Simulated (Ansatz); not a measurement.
Al:

```
Al
1.0
     0.00000    2.02481    2.02481
     2.02481    0.00000    2.02481
     2.02481    2.02481    0.00000
Al
1
Cartesian
  0.0000 0.0000 0.0000
```

Program: Ansatz 0.2.0. Alike in all runs: potentials or basis Ansatz PAW; no spin polarisation; cell as given; k mesh 11 × 11 × 11; smearing fermi-dirac 0.05 eV.

Q: Order these runs on this cell by their pressure, lowest first.
A. level PBEsol; cutoff (eV) 420; points for each segment of the path 14
B. level PBE; cutoff (eV) 420; points for each segment of the path 14
C. level PBE; cutoff (eV) 250

A: A (-1.9 GPa), B (-0.4 GPa), C (1.6 GPa).

Caveats: the PAW data sets come from PBE, with cores solved anew for the run's functional, which leaves a small shift of forces and pressure (some runs); the pressure holds a Pulay correction of +4.6 GPa for the finite cutoff (some runs); the cutoff lies under the one recommended for these potentials (some runs).
